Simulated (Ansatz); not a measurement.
## An elastic constant from a strain scan in TaN

The calculation used Ansatz 0.2.0, DFT PBEsol, scalar-relativistic, plane waves, PAW. Cutoff 420 eV, Γ-centred 24×24×20 k-points, Gaussian smearing of 0.15 eV. Spin–orbit coupling is left out, which can shift energies with elements as heavy as these. No spin polarisation. Energies are free energies at this smearing, counted from the undisturbed cell; pressure is positive in compression.

The starting cell (relaxed at this level; this form isn't the usual structure):

```
CELL_PARAMETERS angstrom
2.92399 0.00000 0.00000
-1.46199 2.53225 0.00000
0.00000 0.00000 2.87073
ATOMIC_POSITIONS crystal
Ta 0.33333 0.66667 0.50000
N 0.00000 0.00000 0.00000
```

The cell is strained by ε times the Voigt pattern (1, 0, 0, 0, 0, 0) (xx, yy, zz, yz, xz, xy; engineering shear) with fractional coordinates fixed. The cell holds 2 atoms in V0 = 21.26 Å³. The stress column is τ = (1/V0) dE/dε, got from the stress tensor σ (compression positive) at each point as −det(1 + εP) σ : P(1 + εP)⁻¹, with P the pattern as a tensor.

```csv
ε,ΔE (meV/atom),τ (GPa)
-0.0200,9.390,-14.541
-0.0150,5.213,-10.680
-0.0100,2.286,-6.978
-0.0050,0.565,-3.422
0.0000,0.000,-0.002
0.0050,0.551,3.296
0.0100,2.175,6.485
0.0150,4.841,9.574
0.0175,6.554,11.083
0.0200,?,?
```

Problem. Which combination of elastic constants does this scan measure, and how large is it?

Solution. For small ε, τ = τ0 + Kε with K = pᵀCp, which for this pattern is C11 in the Cartesian frame shown. The parabola through τ at ε = -0.0050, 0 and 0.0050 has slope K = 672 GPa at zero. The energies per cell, E = NΔE, of the same two points give K = 2[E(ε₊)/ε₊ − E(ε₋)/ε₋]/[(ε₊ − ε₋)V0] = 673 GPa, in agreement. These are clamped-ion values.

Problem. Predict the withheld row at ε = 0.0200 from the harmonic law, and compare.

Solution. ΔE = V0(τ0 ε + Kε²/2)/N = 8.910 meV/atom and τ = 13.43 GPa. The calculation gives 8.516 meV/atom and 12.57 GPa, a miss of 4.4 % of the harmonic energy, so the harmonic law still holds on this side, though at ε = -0.0200 the energy lies 5 % above it.

Forces appear on the atoms along this scan, and letting them relax would lower the energy and soften the response. In a metal these slopes depend on the k mesh and the smearing.